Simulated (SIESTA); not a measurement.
The system is C.

```
C
1.0
     0.00000    1.78337    1.78337
     1.78337    0.00000    1.78337
     1.78337    1.78337    0.00000
C
2
Direct
  0.75000 0.75000 0.75000
  0.50000 0.50000 0.50000
```

This isn't the form of C at room conditions, which is graphite.

Base run:

```yaml
Program: SIESTA 5.4.2
Functional: PW86PBE
Potentials_or_basis: PseudoDojo 0.4 standard (PBE files)
Basis: DZP (energy shift 0.002 Ry)
Grid_cutoff: 500 Ry
Energy_shift: 0.002 Ry
k_mesh: 13 × 13 × 13
Occupations: fermi-dirac, width 0.05 eV
Spin: no spin polarisation
```

Its results: band gap on the k mesh 4.47 eV, indirect (least direct gap 5.77 eV); pressure 19.2 GPa.

Q: After a change of settings the same cell gave: band gap on the k mesh 5.73 eV, indirect (least direct gap 5.77 eV); pressure 11.9 GPa. Which change was it?
A. functional from PW86PBE to PBE
B. functional from PW86PBE to PBE; basis from DZP (energy shift 0.002 Ry) to DZ (energy shift 0.002 Ry)
C. functional from PW86PBE to PBE; potentials or basis from PseudoDojo 0.4 standard (PBE files) to Ansatz (PBE files)

A: B.

Caveats: the basis of atomic orbitals isn't converged, which shifts pressures, moduli and gaps; so large a pressure means that the cell lies far from this level's equilibrium, or that cutoff or potentials fall short (some runs); the potentials were made for another functional, which shifts forces and pressure (some runs); the basis has no polarisation orbitals (some runs).
